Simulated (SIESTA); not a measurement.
Ag under changes of volume

One of the cells (18.162 Å³/atom); the others are scaled copies at fixed shape and fractional positions:

```
CELL_PARAMETERS angstrom
2.94940 0.00000 0.00000
-1.47470 2.55426 0.00000
0.00000 0.00000 4.82172
ATOMIC_POSITIONS crystal
Ag 0.66667 0.33333 0.75000
Ag 0.33333 0.66667 0.25000
```

This isn't the form of Ag at room conditions, which is fcc.

```yaml
Program: SIESTA 5.4.2
Functional: PBE
Potentials_or_basis: PseudoDojo 0.4 standard (PBE files)
Basis: DZP (energy shift 0.002 Ry)
Grid_cutoff: 800 Ry
Energy_shift: 0.002 Ry
k_mesh: 10 × 10 × 6
Occupations: fermi-dirac, width 0.05 eV
Spin: no spin polarisation
```

| volume (Å³/atom) | energy over the lowest point (meV/atom) | pressure (GPa) |
| --- | --- | --- |
| 16.738 | 33.78 | 8.8 |
| 17.094 | 17.41 | 6.0 |
| 17.450 | 6.78 | 3.6 |
| 18.162 | 0.00 | -0.5 |
| 18.518 | 2.87 | -2.1 |
| 18.875 | ? | ? |

What does the run at 18.875 Å³/atom give?

Energy over the lowest point 9.16 meV/atom; pressure -3.5 GPa.

Worked out: A Birch-Murnaghan fit of order 3 (a polynomial in V^(-2/3)) to the other rows has its minimum at 18.08 Å³/atom with B0 = V·E''(V) = 94 GPa and B' = 5.0 at fixed shape and positions, which overstates the stiffness. It gives 9.29 meV/atom at 18.875 Å³/atom, against the run's 9.16, and -dE/dV = -3.6 GPa, against -3.5.

Energies are extrapolated to zero smearing.

Caveats: semicore shells carry a single zeta, which can move pressures by several GPa and volumes by a few percent; the basis of atomic orbitals isn't converged, which shifts pressures, moduli and gaps.
